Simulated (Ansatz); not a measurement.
# A series in volume per atom on AgCl

All results are calculated (Ansatz 0.2.0). Periodic Kohn-Sham DFT of a crystal at fixed atoms; pressure and stress are positive in compression; the energy is the free energy less that of spherical unpolarised free atoms; site moments are those in the method's own spheres, positive along +z.

Cell of the first row (space group Fm-3m, No. 225):
```
AgCl
1.0
      0.0000     2.7484     2.7484
      2.7484     0.0000     2.7484
      2.7484     2.7484     0.0000
Ag Cl
1 1
Direct
  0.00000 0.00000 0.00000
  0.50000 0.50000 0.50000
```

Settings of every row: method frozen-core PAW; functional PBE; relativity scalar; k mesh 12x12x12; filling fermi-dirac; smearing width 0.08 eV; wave cutoff 420 eV; paw set soft_2.

Atom start moment: 0 on all atoms.

| row | volume per atom (Å³) | pressure (GPa) |
| --- | --- | --- |
| 1 | 20.761 | 3.056 |
| 2 | 21.633 | ? |
| 3 | 22.075 | 0.025 |
| 4 | 22.516 | -0.765 |
| 5 | 23.399 | -2.076 |

Question: what pressure should row 2 give?

Worked fit of pressure. Take u = (V_r/V)^(2/3) − 1 with V_r = 22.295 Å³ an atom, which is twice the finite (Eulerian) strain; such expansions in the strain, on which the Birch-Murnaghan equation of state is built, carry the rest volume and the bulk modulus. The shown rows have u = 0.04867, 0.00663, -0.00655, -0.03171. Least squares give pressure = −0.3819 + 60.205 × u + 214.24 × u² GPa; a straight line predicts inner rows, each left out in turn, worse (root mean square 0.22 against 0.0039 GPa). The rows lie off it by 0.000, -0.002, 0.002, 0.000. The pressure vanishes at u = 0.0062, or V = 22.09 Å³ an atom, and there the bulk modulus at fixed shape and fractions is B = −V dP/dV = (2/3)(1 + u) dP/du = 42.2 GPa. The withheld row has u = 0.0203, so the fit gives −0.3819 + 60.205 × (0.0203) + 214.24 × (0.0203)² = 0.929 GPa.

The calculation gave 0.921 GPa. The fit lies 0.008 GPa (0.16 % of the column's range) above it; its largest miss of a shown row is 0.002 GPa.
